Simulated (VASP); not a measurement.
# AlN: band structure with PBE0

**Experimental background.**

From “Self-assembly of well-separated AlN nanowires directly on sputtered metallic TiN films”, 2019, arxiv:1910.07391, for a bulk crystal of AlN at 10 K: band gap 6.034 eV (an exciton energy, a little under the gap).

AlN:

```
Al N
1.0
     3.11300    0.00000    0.00000
    -1.55650    2.69594    0.00000
     0.00000    0.00000    4.98100
Al N
2 2
Direct
  0.66667 0.33333 0.50000
  0.33333 0.66667 0.00000
  0.66667 0.33333 0.88000
  0.33333 0.66667 0.38000
```

```json
{
 "Program": "VASP 6.6.1",
 "Task": "band structure",
 "Functional": "PBE0",
 "Potentials or basis": "VASP PAW PBE potentials, release 64 (Al, N)",
 "Cutoff": "520 eV",
 "k mesh": "6 × 6 × 4",
 "Occupations": "gaussian, width 0.02 eV",
 "Spin": "no spin polarisation",
 "Ladder": "gaps",
 "Grid for exact exchange (PRECFOCK)": "Fast",
 "Exchange at q = 0": "truncated",
 "Further INCAR settings": "ALGO = Normal; EDIFF = 1e-07; NBANDS = 16"
}
```

```
Pressure                : -1.7 GPa
Largest force           : 0.128 eV/Å
Band gap on the k mesh  : 6.30 eV, direct
Band gap along the path : 6.30 eV, direct
```

Forces in eV/Å, atoms in the order of the input:
```
Al   0.000  0.000 -0.128
Al   0.000  0.000 -0.128
N    0.000  0.000  0.128
N    0.000  0.000  0.128
```

Stress tensor (GPa, compression positive):
```
-2.26  0.00  0.00
 0.00 -2.26  0.00
 0.00  0.00 -0.63
```

Levels at the corners of the path, in eV from the valence-band top:
```tsv
point	band 4	band 5	band 6	band 7	band 8	band 9	band 10	band 11	band 12	band 13
Γ	-0.93	-0.93	-0.20	-0.20	0.00	6.30	8.88	13.24	13.55	13.55
M	-4.53	-3.65	-2.28	-1.91	-0.74	7.93	7.93	10.50	12.87	13.28
M	-4.53	-3.65	-2.28	-1.91	-0.74	7.93	7.93	10.50	12.87	13.28
K	-4.11	-4.11	-2.66	-2.60	-2.60	7.10	10.74	12.16	12.16	14.21
K	-4.11	-4.11	-2.66	-2.60	-2.60	7.10	10.74	12.16	12.16	14.21
Γ	-0.93	-0.93	-0.20	-0.20	0.00	6.30	8.88	13.24	13.55	13.55
Γ	-0.93	-0.93	-0.20	-0.20	0.00	6.30	8.88	13.24	13.55	13.55
A	-3.61	-0.58	-0.58	-0.58	-0.58	8.70	8.70	12.79	12.79	13.88
A	-3.61	-0.58	-0.58	-0.58	-0.58	8.70	8.70	12.79	12.79	13.88
L	-6.09	-1.59	-1.59	-1.48	-1.48	7.41	7.41	11.59	11.59	14.56
L	-6.09	-1.59	-1.59	-1.48	-1.48	7.41	7.41	11.59	11.59	14.56
H	-5.27	-4.17	-4.17	-0.87	-0.87	9.69	9.69	10.12	10.12	14.67
H	-5.27	-4.17	-4.17	-0.87	-0.87	9.69	9.69	10.12	10.12	14.67
A	-3.61	-0.58	-0.58	-0.58	-0.58	8.70	8.70	12.79	12.79	13.88
L	-6.09	-1.59	-1.59	-1.48	-1.48	7.41	7.41	11.59	11.59	14.56
M	-4.53	-3.65	-2.28	-1.91	-0.74	7.93	7.93	10.50	12.87	13.28
K	-4.11	-4.11	-2.66	-2.60	-2.60	7.10	10.74	12.16	12.16	14.21
H	-5.27	-4.17	-4.17	-0.87	-0.87	9.69	9.69	10.12	10.12	14.67
```

It took 10 min on 4 MPI ranks on Intel(R) Xeon(R) 6975P-C (Granite Rapids), on a shared host, peak memory 0.21 GiB a rank.

A measured gap of AlN is 6.034 eV (an exciton energy, a little under the gap; 10 K; quoted in “Self-assembly of well-separated AlN nanowires directly on sputtered metallic TiN films”, 2019, arxiv:1910.07391); the calculated 6.30 eV misses it by +0.27 eV. 2 values of this kind are on record (6.034 to 6.0343 eV); this one was drawn at random. The value is that of PBE0, without temperature or zero-point motion.

Caveat: the PAW data sets were made with another functional, which shifts forces and pressure a little.
